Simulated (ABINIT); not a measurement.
Crystal: Si2Ni.

```
Ni Si
1.0
     0.00000    2.70300    2.70300
     2.70300    0.00000    2.70300
     2.70300    2.70300    0.00000
Ni Si
1 2
Direct
  0.00000 0.00000 0.00000
  0.75000 0.75000 0.75000
  0.25000 0.25000 0.25000
```

Base run:

| Item | Value |
| --- | --- |
| Program | ABINIT 10.8.3 (patched build) |
| Functional | PW91 |
| Potentials or basis | JTH PAW PBE v2.0 |
| Cutoff | 1333 eV |
| k mesh | 7 × 7 × 7 |
| Occupations | fermi-dirac, width 0.05 eV |
| Spin | collinear spin, ferromagnetic start |
| Starting moments | [1.0, 0.0, 0.0] μB |

Its results: band gap on the k mesh none (metal or under the smearing width); pressure 3.5 GPa; net moment 0.00 μB per cell.

Question: The run is repeated on the same cell with these changes: functional from PW91 to revPBE. What comes out?

Answer: Band gap on the k mesh none (metal or under the smearing width); pressure 5.1 GPa; net moment 0.00 μB per cell.

revPBE binds less tightly than PW91, so the same cell stands under more pressure.

Caveats: small starting moments can end in a higher magnetic state in this program; the PAW data sets were made with another functional, which shifts forces and pressure a little.
